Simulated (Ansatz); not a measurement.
Here is an Ansatz 0.2.0 calculation.

input.yaml

```yaml
crystal:
  lattice:
    - [2.7058, 0.0, 0.0]
    - [-1.3529, 2.3432915376, 0.0]
    - [0.0, 0.0, 4.2819]
  atoms:
    - { symbol: Ru, position: [0.6666666667, 0.3333333333, 0.75] }
    - { symbol: Ru, position: [0.3333333333, 0.6666666667, 0.25] }
hamiltonian:
  xc: pbe
  pseudopotentials: { kind: paw }
kpoints:
  mp_grid: { grid: [11, 11, 6] }
scf:
  occupations: { method: gaussian, width: 0.023 }
output:
  forces: true
  stress: true
  eigenvalues: true
```

Potentials or basis: Ansatz PAW.

Launch:

```bash
$ ansatz run input.yaml --threads 2 --pin off --max-ram 5632MiB --backend cpu --events-out ev --progress --plain --runs-dir out
```

**Question.** Predict the band gap on the k mesh.

**Answer.** None (metal or under the smearing width).

**Question.** Predict the pressure.

**Answer.** 4.5 GPa.

Stress tensor (GPa, compression positive):
```
4.56 0.00 0.00
0.00 4.56 0.00
0.00 0.00 4.41
```
